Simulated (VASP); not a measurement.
Input of a VASP 6.6.1 run:

File INCAR:

```
SYSTEM = Pb
PREC = Accurate ; ENCUT = 520
EDIFF = 1E-6 ; ISMEAR = -1
SIGMA = 0.1 ; LREAL = .FALSE.
LASPH = .TRUE. ; NELM = 60
ALGO = Normal ; ISIF = 2
LWAVE = .FALSE. ; LCHARG = .TRUE.
GGA = RP ; LELF = .TRUE.
LVHAR = .TRUE. ; NBANDS = 13
```

Contents of KPOINTS:

```
regular mesh
0
G
  10 10 10
  0 0 0
```

Contents of POSCAR:

```
Pb
1.0
    3.2967210868      0.0000000000      0.0000000000
    0.0000000000      3.2967210868      0.0000000000
    0.0000000000      0.0000000000      3.2967210868
Pb
1
Direct
    0.0000000000      0.0000000000      0.0000000000
```

Potentials or basis: VASP PAW PBE potentials, release 64 (Pb_d).

Launch:

```sh
$ cat potpaw_PBE.64/Pb_d/POTCAR > POTCAR
$ mpirun -np 1 vasp_std > vasp.out
```

**Question.** What does it give for the pressure?

**Answer.** 0.0 GPa.

**Question.** Predict the band gap on the k mesh.

**Answer.** None (metal or under the smearing width).

Caveat: the PAW data sets were made with another functional, which shifts forces and pressure a little. Spin-orbit coupling is left out, which matters for the levels of Pb.
